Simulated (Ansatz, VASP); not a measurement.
# Mg2Ge in VASP and in Ansatz

```
Mg Ge
1.0
     0.00000    3.18900    3.18900
     3.18900    0.00000    3.18900
     3.18900    3.18900    0.00000
Mg Ge
2 1
Direct
  0.25000 0.25000 0.25000
  0.75000 0.75000 0.75000
  0.00000 0.00000 0.00000
```

Alike in both runs: task single point; functional PBE; k mesh 6 × 6 × 6; occupations gaussian, width 0.1 eV; no spin polarisation.

```csv
,VASP,Ansatz
version,VASP 6.6.1,Ansatz 0.2.0
potentials or method,"VASP PAW PBE potentials, release 64 (Mg, Ge_d)","scalar-relativistic, plane waves, PAW"
plane-wave cutoff (eV),520,420
valence electrons in the cell,18,34
```

```csv
,VASP,Ansatz,Ansatz less VASP
gap on the k mesh at the Fermi level (eV),0.14,0.14,+0.003
least direct gap on the mesh (eV),1.05,1.06,+0.005
pressure (GPa),0.8,1.0,+0.16
```

With one functional, cell and mesh, what is left measures potentials, basis and numerics. The two sets of potentials don't hold the same shells in valence.

A k mesh can miss the band edges. A hybrid or GW would open this gap; PBE tends to underestimate it.
